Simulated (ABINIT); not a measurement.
Crystal: GaP.

```xyz
2
Lattice="0.0000 2.7252 2.7252 2.7252 0.0000 2.7252 2.7252 2.7252 0.0000" Properties=species:S:1:pos:R:3 pbc="T T T"
Ga    0.0000    0.0000    0.0000
P     4.0879    4.0879    4.0879
```

```yaml
Program: ABINIT 10.8.3 (patched build)
Task: relaxation of cell and atoms
Functional: LDA
Potentials_or_basis: PseudoDojo NC SR LDA v0.4.1 standard
Cutoff: 1088 eV
k_mesh: 6 × 6 × 6
Occupations: fermi-dirac, width 0.05 eV
Spin: no spin polarisation
```

At the start: pressure -2.9 GPa; volume 20.24 Å³/atom.

Question: Where does the relaxation end?

Answer: Over 4 steps the energy falls by 6.4 meV/atom and the volume is 19.56 Å³/atom (-3.4 %); space group F-43m (No. 216, to 0.05 Å).

The path:
```tsv
step	energy change (eV)	largest force (eV/Å)	pressure (GPa)	volume (Å³)
1	0.0000	0.0000	-2.88	40.48
2	-0.0056	0.0000	-2.19	40.12
3	-0.0127	0.0000	0.12	39.06
4	-0.0128	0.0000	0.00	39.11
```

Final structure:
```
CELL_PARAMETERS angstrom
0.00000 2.69415 2.69415
2.69415 0.00000 2.69415
2.69415 2.69415 0.00000
ATOMIC_POSITIONS crystal
Ga 0.00000 0.00000 0.00000
P 0.75000 0.75000 0.75000
```
